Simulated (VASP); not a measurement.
Cu under changes of volume

One of the cells (11.421 Å³/atom); the others are scaled copies at fixed shape and fractional positions:

```
Cu
1.0
    -1.46206    1.46206    1.33570
     1.46206   -1.46206    1.33570
     1.46206    1.46206   -1.33570
Cu
1
Direct
  0.00000 0.00000 0.00000
```

This isn't the form of Cu at room conditions, which is fcc.

- Program: VASP 6.6.1
- Functional: PBEsol
- Potentials or basis: VASP PAW PBE potentials, release 64 (Cu)
- Cutoff: 520 eV
- k mesh: 12 × 12 × 12
- Occupations: fermi-dirac, width 0.05 eV
- Spin: no spin polarisation

```tsv
volume (Å³/atom)	energy over the lowest point (meV/atom)	pressure (GPa)
10.964	9.88	7.2
11.192	?	?
11.421	0.00	-0.1
11.649	2.24	-3.0
11.878	8.54	-5.4
```

Q: What does the run at 11.192 Å³/atom give?

A: Energy over the lowest point 2.35 meV/atom; pressure 3.3 GPa.

Worked out: A Birch-Murnaghan fit of order 2 (a polynomial in V^(-2/3)) to the other rows has its minimum at 11.42 Å³/atom with B0 = V·E''(V) = 160 GPa at fixed shape and positions, which overstates the stiffness. It gives 2.43 meV/atom at 11.192 Å³/atom, against the run's 2.35, and -dE/dV = 3.4 GPa, against 3.3.

Energies are extrapolated to zero smearing.

Caveats: the PAW data sets were made with another functional, which shifts forces and pressure a little.
